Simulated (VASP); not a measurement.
# GaAs (F-43m) in VASP: a series of runs, part 2 of 2

VASP 6.6.1. The steps go on from the part before.

## 3. Single point, PBE, spin-orbit coupling, no magnetisation

INCAR reads:

```
SYSTEM = GaAs
PREC = Accurate ; ENCUT = 350
EDIFF = 1E-7 ; ISMEAR = 0
SIGMA = 0.02 ; LREAL = .False.
LASPH = .True. ; NELM = 100
ALGO = Normal ; ISIF = 2
LWAVE = .False. ; LCHARG = .False.
LNONCOLLINEAR = .True. ; MAGMOM = 0 0 0 0 0 0
LORBIT = 11 ; LSORBIT = .True.
GGA_COMPAT = .False. ; GGA = PE
NBANDS = 34
```

KPOINTS reads:

```
Automatic mesh
0
Gamma
  9 9 9
  0 0 0
```

POSCAR reads:

```
GaAs
1.0
    0.0000000000      2.8268500000      2.8268500000
    2.8268500000      0.0000000000      2.8268500000
    2.8268500000      2.8268500000      0.0000000000
As Ga
1 1
Direct
    0.7500000000      0.7500000000      0.7500000000
    0.0000000000      0.0000000000      0.0000000000
```

Potentials or basis: VASP PAW PBE potentials, release 64 (As, Ga_d).

The run is started by

```sh
$ cat potpaw_PBE.64/As/POTCAR potpaw_PBE.64/Ga_d/POTCAR > POTCAR
$ mpirun -np 1 vasp_ncl > vasp.out
```

OUTCAR:

```text
SYSTEM = GaAs
   PREC = Accurate
   ENCUT = 350
   EDIFF = 1E-7
   ISMEAR = 0
   LREAL = .False.
   LASPH = .True.
   NELM = 100
   ISIF = 2
   LNONCOLLINEAR = .True.
   LORBIT = 11
   LSORBIT = .True.
   GGA = PE

 Found     55 irreducible k-points:

 Following reciprocal coordinates:
            Coordinates               Weight
  0.000000  0.000000  0.000000      1.000000
  0.111111  0.000000  0.000000      4.000000
 -0.111111  0.000000  0.000000      4.000000
  0.222222  0.000000  0.000000      4.000000
 -0.222222  0.000000  0.000000      4.000000
  0.333333  0.000000  0.000000      4.000000
   k-points           NKPTS =     55   k-points in BZ     NKDIM =     55   number of bands    NBANDS=     34
   number of dos      NEDOS =    301   number of ions     NIONS =      2
   total plane-waves  NPLWV =  13824
   dimension x,y,z NGX =    24 NGY =   24 NGZ =   24
   dimension x,y,z NGXF=    48 NGYF=   48 NGZF=   48
   ions per type =               1   1
   NGX,Y,Z   is equivalent  to a cutoff of   9.98,  9.98,  9.98 a.u.
   NGXF,Y,Z  is equivalent  to a cutoff of  19.96, 19.96, 19.96 a.u.
 SYSTEM =  GaAs
   PREC   = accura    normal or accurate (medium, high low for compatibility)
   ISTART =      0    job   : 0-new  1-cont  2-samecut
   ICHARG =      2    charge: 1-file 2-atom 10-const
   ISPIN  =      1    spin polarized calculation?
   LNONCOLLINEAR =      T non collinear calculations
   LSORBIT =      T    spin-orbit coupling
   LASPH  =      T    aspherical Exc in radial PAW
   ENCUT  =  350.0 eV  25.72 Ry    5.07 a.u.   6.10  6.10  6.10*2*pi/ulx,y,z
   NELM   =    100;   NELMIN=  2; NELMDL= -5     # of ELM steps
   EDIFF  = 0.1E-06   stopping-criterion for ELM
   LREAL  =      F    real-space projection
   EDIFFG = 0.1E-05   stopping-criterion for IOM
   NSW    =      0    number of steps for IOM
   IBRION =     -1    ionic relax: 0-MD 1-quasi-New 2-CG
   NFREE  =      0    steps in history (QN), initial steepest desc. (CG)
   ISIF   =      2    stress and relaxation
   ISYM   =      2    0-nonsym 1-usesym 2-fastsym
   POTIM  = 0.5000    time-step for ionic-motion
   TEBEG  =    0.0;   TEEND  =   0.0 temperature during run
   PSTRESS=    0.0 pullay stress
   NELECT =      18.0000    total number of electrons
   NUPDOWN=      -1.0000    fix difference up-down
   EMIN   =  10.00;   EMAX   =-10.00  energy-range for DOS
   EFERMI =   0.00;   METHOD = LEGACY
   ISMEAR =     0;   SIGMA  =   0.02  broadening in eV -4-tet -1-fermi 0-gaus
   EFERMI_NEDOS =   21; number of points for ismear=-14 and -15
   IALGO  =     38    algorithm
   IMIX   =      4    mixing-type and parameters
     AMIX     =   0.40;   BMIX     =  1.00
     AMIX_MAG =   1.60;   BMIX_MAG =  1.00
  volume/ion in A,a.u.               =      22.59       152.44
  Fermi-wavevector in a.u.,A,eV,Ry     =   1.204628  2.276417 19.743799  1.451128
  Thomas-Fermi vector in A             =   2.340347
   LORBIT       =     11    0 simple, 1 ext, 2 COOP (PROOUT), +10 PAW based schemes
   GGA     = PE    functional components
   LHFCALC =     F    Hartree Fock is set to
   AEXX    =    0.0000 exact exchange contribution
   IVDW    =     0    specifies the selected vdW correction
   LEPSILON=     F    determine dielectric tensor
   LRPA    =     F    only Hartree local field effects (RPA)
 Gauss-broadening in eV      SIGMA  =   0.02
  energy-cutoff  :      350.00
  volume of cell :       45.18
 maximum number of plane-waves:      1368
   NGX = 13   NGY = 13   NGZ = 13

 number of electron      18.0000029 magnetization       0.0000000     -0.0000000     -0.0000000

 number of electron      18.0000029 magnetization       0.0000000      0.0000000      0.0000000

 number of electron      18.0000029 magnetization      -0.0000000     -0.0000000     -0.0000000

[... 18 lines left out ...]
 k-point     1 :       0.0000    0.0000    0.0000
  band No.  band energies     occupation
      1     -11.1098      1.00000
      2     -11.1098      1.00000
      3     -11.1098      1.00000
      4     -11.1098      1.00000
      5     -10.6851      1.00000
      6     -10.6851      1.00000
[... 187 lines left out ...]
     29      13.5760      0.00000
     30      13.5760      0.00000

 [... further k-points ...]

 [bands above 30 left out]

------------------------ aborting loop because EDIFF is reached ----------------------------------------

  FORCE on cell =-STRESS in cart. coord.  units (eV):
  Direction    XX          YY          ZZ          XY          YZ          ZX
  --------------------------------------------------------------------------------------
  -------------------------------------------------------------------------------------
  Total        0.9340814      0.9340814      0.9340814      0.0000000      0.0000000      0.0000000
  in kB       33.1250858     33.1250858     33.1250858      0.0000000      0.0000000      0.0000000
  external PRESSURE =      33.1250858 kB  Pullay stress =       0.0000000 kB

 VOLUME and BASIS-vectors are now :
 -----------------------------------------------------------------------------
  energy-cutoff  :      350.00
  volume of cell :       45.18
      direct lattice vectors                 reciprocal lattice vectors
     0.000000000  2.826850000  2.826850000    -0.176875321  0.176875321  0.176875321
     2.826850000  0.000000000  2.826850000     0.176875321 -0.176875321  0.176875321
     2.826850000  2.826850000  0.000000000     0.176875321  0.176875321 -0.176875321

 POSITION                                       TOTAL-FORCE (eV/Angst)
 -----------------------------------------------------------------------------------
      4.24027      4.24027      4.24027         0.000000      0.000000      0.000000
      0.00000      0.00000      0.00000        -0.000000     -0.000000     -0.000000
 -----------------------------------------------------------------------------------
    total drift:                               -0.000003     -0.000003     -0.000003

  FREE ENERGIE OF THE ION-ELECTRON SYSTEM (eV)
  ---------------------------------------------------
  free  energy   TOTEN  =        -8.2670121481 eV

  energy  without entropy=       -8.2670121481  energy(sigma->0) =       -8.26701215

 Spin-Orbit-Coupling matrix elements

 Ion:    1  E_soc:     -0.0237879
 l=   1
     0.0000000    -0.0039572    -0.0039572
    -0.0039572     0.0000000    -0.0039572
    -0.0039572    -0.0039572     0.0000000
 l=   2
     0.0000000    -0.0000036     0.0000000    -0.0000036    -0.0000038
    -0.0000036     0.0000000    -0.0000029    -0.0000036    -0.0000010
     0.0000000    -0.0000029     0.0000000    -0.0000029     0.0000000
    -0.0000036    -0.0000036    -0.0000029     0.0000000    -0.0000010
    -0.0000038    -0.0000010     0.0000000    -0.0000010     0.0000000
 l=   3
     0.0000000     0.0000000     0.0000000     0.0000000     0.0000000     0.0000000     0.0000000
     0.0000000     0.0000000     0.0000000     0.0000000     0.0000000     0.0000000     0.0000000
     0.0000000     0.0000000     0.0000000     0.0000000     0.0000000     0.0000000     0.0000000
     0.0000000     0.0000000     0.0000000     0.0000000     0.0000000     0.0000000     0.0000000
     0.0000000     0.0000000     0.0000000     0.0000000     0.0000000     0.0000000     0.0000000
     0.0000000     0.0000000     0.0000000     0.0000000     0.0000000     0.0000000     0.0000000
     0.0000000     0.0000000     0.0000000     0.0000000     0.0000000     0.0000000     0.0000000

 Ion:    2  E_soc:     -0.0119727
 l=   1
     0.0000000    -0.0011635    -0.0011635
    -0.0011635     0.0000000    -0.0011635
    -0.0011635    -0.0011635     0.0000000
 l=   2
     0.0000000    -0.0001656     0.0000000    -0.0001656    -0.0006663
    -0.0001656     0.0000000    -0.0004998    -0.0001656    -0.0001666
     0.0000000    -0.0004998     0.0000000    -0.0004998     0.0000000
    -0.0001656    -0.0001656    -0.0004998     0.0000000    -0.0001666
    -0.0006663    -0.0001666     0.0000000    -0.0001666     0.0000000
 l=   3
     0.0000000     0.0000000     0.0000000     0.0000000     0.0000000     0.0000000     0.0000000
     0.0000000     0.0000000     0.0000000     0.0000000     0.0000000     0.0000000     0.0000000
     0.0000000     0.0000000     0.0000000     0.0000000     0.0000000     0.0000000     0.0000000
     0.0000000     0.0000000     0.0000000     0.0000000     0.0000000     0.0000000     0.0000000
     0.0000000     0.0000000     0.0000000     0.0000000     0.0000000     0.0000000     0.0000000
     0.0000000     0.0000000     0.0000000     0.0000000     0.0000000     0.0000000     0.0000000
     0.0000000     0.0000000     0.0000000     0.0000000     0.0000000     0.0000000     0.0000000

 total charge

# of ion       s       p       d       tot
------------------------------------------
    1        1.209   1.599   0.031   2.840
    2        0.882   0.802   9.993  11.678
--------------------------------------------------
tot          2.092   2.402  10.024  14.518

 magnetization (x)

# of ion       s       p       d       tot
------------------------------------------
    1        0.000  -0.000   0.000  -0.000
    2       -0.000  -0.000   0.000  -0.000
--------------------------------------------------
tot         -0.000  -0.000   0.000  -0.000

 magnetization (y)

# of ion       s       p       d       tot
------------------------------------------
    1        0.000  -0.000   0.000  -0.000
    2        0.000   0.000   0.000   0.000
--------------------------------------------------
tot          0.000  -0.000   0.000  -0.000

 magnetization (z)

# of ion       s       p       d       tot
------------------------------------------
    1       -0.000  -0.000   0.000  -0.000
    2       -0.000  -0.000  -0.000  -0.000
--------------------------------------------------
tot         -0.000  -0.000   0.000  -0.000
```

OSZICAR:

```text
N       E                     dE             d eps       ncg     rms          rms(c)
DAV:   1     0.111350423767E+03    0.11135E+03   -0.64873E+03  4256   0.119E+03
DAV:   2     0.686341235062E+01   -0.10449E+03   -0.97657E+02  3868   0.330E+02
DAV:   3    -0.797207814831E+01   -0.14835E+02   -0.14640E+02  4568   0.937E+01
DAV:   4    -0.841941566379E+01   -0.44734E+00   -0.44647E+00  4282   0.179E+01
DAV:   5    -0.842622301695E+01   -0.68074E-02   -0.68054E-02  4614   0.218E+00    0.291E+00
DAV:   6    -0.828391780355E+01    0.14231E+00   -0.15757E-01  5346   0.736E+00    0.170E+00
DAV:   7    -0.826556698951E+01    0.18351E-01   -0.85371E-02  4338   0.196E+00    0.582E-01
DAV:   8    -0.826664369814E+01   -0.10767E-02   -0.14220E-02  4400   0.161E+00    0.135E-01
DAV:   9    -0.826690072818E+01   -0.25703E-03   -0.17841E-03  4446   0.757E-01    0.681E-02
DAV:  10    -0.826695407084E+01   -0.53343E-04   -0.22173E-04  4268   0.114E-01    0.296E-02
DAV:  11    -0.826699227169E+01   -0.38201E-04   -0.26621E-05  4450   0.545E-02    0.153E-02
DAV:  12    -0.826701211528E+01   -0.19844E-04   -0.29113E-05  3996   0.289E-02    0.455E-03
DAV:  13    -0.826701214807E+01   -0.32793E-07   -0.42717E-07  4500   0.482E-03
   1 F= -.82670121E+01 E0= -.82670121E+01  d E =-.537118E-24  mag=    -0.0000     0.0000    -0.0000
```

Run time: 91 s. Hardware: 1 thread of Intel Xeon Platinum 8488C (Sapphire Rapids), shared host; peak memory 0.23 GiB.

The run converged, but some of its settings lie outside the range that counts as converged, so its numbers aren't taken as properties of the crystal.

What came out:

* Free energy: -8.2670 eV
* Pressure: 3.3 GPa
* Valence electrons inside the program's atomic spheres: As 2.84; Ga 11.68

Caveat: the cutoff is under 1.25 times the usual one of these potentials, so pressure, stress and relaxed cells hold a basis-set (Pulay) error.

## 4. Single point, PBE, spin-orbit coupling, no magnetisation

INCAR, as its differences from that of step 3:

```diff
@@ -1,3 +1,3 @@
 SYSTEM = GaAs
-PREC = Accurate ; ENCUT = 350
+PREC = Accurate ; ENCUT = 400
 EDIFF = 1E-7 ; ISMEAR = 0
```

KPOINTS is that of step 3.

POSCAR is that of step 3.

The run is started by

```sh
$ cat potpaw_PBE.64/As/POTCAR potpaw_PBE.64/Ga_d/POTCAR > POTCAR
$ mpirun -np 1 vasp_ncl > vasp.out
```

Run time: 2.9 min. Hardware: 1 thread of Intel Xeon Platinum 8488C (Sapphire Rapids), shared host; peak memory 0.29 GiB.

The run converged, but some of its settings lie outside the range that counts as converged, so its numbers aren't taken as properties of the crystal.

Results:

* Free energy: -8.2663 eV
* Pressure: 3.3 GPa
* Valence electrons inside the program's atomic spheres: As 2.84; Ga 11.68

## 5. Single point, PBE, spin-orbit coupling, no magnetisation

INCAR reads:

```
SYSTEM = GaAs
PREC = Accurate
ENCUT = 350
EDIFF = 1E-7
ISMEAR = 0
SIGMA = 0.02
LREAL = .FALSE.
LASPH = .TRUE.
NELM = 100
ALGO = Normal
ISIF = 2
LWAVE = .FALSE.
LCHARG = .FALSE.
MAGMOM = 0 0 0 0 0 0
LORBIT = 11
LSORBIT = .TRUE.
GGA_COMPAT = .FALSE.
GGA = PE
NBANDS = 34
```

KPOINTS reads:

```
regular mesh
0
G
  10 10 10
  0 0 0
```

POSCAR is that of step 4.

The run is started by

```sh
$ cat potpaw_PBE.64/As/POTCAR potpaw_PBE.64/Ga_d/POTCAR > POTCAR
$ mpirun -np 1 vasp_ncl > vasp.out
```

It took 67 s on 1 thread of Intel Xeon Platinum 8559C (Emerald Rapids), shared host; peak memory 0.25 GiB.

The run converged, but some of its settings lie outside the range that counts as converged, so its numbers aren't taken as properties of the crystal.

What came out:

```
Free energy                                           : -8.2682 eV
Pressure                                              : 3.3 GPa
Valence electrons inside the program's atomic spheres : As 2.84; Ga 11.68
```

Caveat: the cutoff is under 1.25 times the usual one of these potentials, so pressure, stress and relaxed cells hold a basis-set (Pulay) error.

## 6. Single point, PBE, spin-orbit coupling, no magnetisation

INCAR, as its differences from that of step 5:

```diff
@@ -2,3 +2,3 @@
 PREC = Accurate
-ENCUT = 350
+ENCUT = 250
 EDIFF = 1E-7
```

KPOINTS reads:

```
regular mesh
0
G
  5 5 5
  0 0 0
```

POSCAR is that of step 5.

Potentials or basis: VASP PAW PBE potentials, release 64 (As, Ga_d).

The run is started by

```sh
$ cat potpaw_PBE.64/As/POTCAR potpaw_PBE.64/Ga_d/POTCAR > POTCAR
$ mpirun -np 1 vasp_ncl > vasp.out
```

It took 17 s on 1 thread of Intel Xeon Platinum 8559C (Emerald Rapids), shared host; peak memory 0.19 GiB.

The run converged, but a check on its numbers failed (symmetry, net force, bounds or a known fault of this set-up), so they aren't taken as properties of the crystal.

Caveat: the k mesh is coarse (spacing up to 0.38 Å⁻¹), so the values aren't converged; the cutoff lies under the usual one of these potentials, so the numbers hold a large basis-set error.
